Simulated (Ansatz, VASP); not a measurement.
Pd: VASP beside Ansatz

```xyz
3
Lattice="4.4271 0.0000 0.0000 -2.2135 3.8340 0.0000 0.0000 0.0000 2.6295" Properties=species:S:1:pos:R:3 pbc="T T T"
Pd    0.0000    0.0000    0.0000
Pd    0.0000    2.5560    1.3148
Pd    2.2135    1.2780    1.3148
```

Alike in both runs: functional PBEsol; k mesh 12 × 12 × 18; occupations gaussian, width 0.1 eV; no spin polarisation.

Ansatz relaxed the structure, and its values are those at the end. VASP's run is a single point on that final structure, the one shown.

|  | VASP | Ansatz |
| --- | --- | --- |
| version | VASP 6.6.1 | Ansatz 0.2.0 |
| potentials or method | VASP PAW PBE potentials, release 64 (Pd) | scalar-relativistic, plane waves, PAW |
| plane-wave cutoff (eV) | 520 | 420 |
| valence electrons in the cell | 30 | 54 |

```csv
,VASP,Ansatz,Ansatz less VASP
gap on the k mesh at the Fermi level (eV),none,none,-
pressure (GPa),-0.4,0.0,+0.40
```

A gap of «none» marks a metal or a gap that the smearing closes. The two sets of potentials don't hold the same shells in valence.

Caveats: the PAW data sets were made with another functional, which shifts forces and pressure a little (VASP).
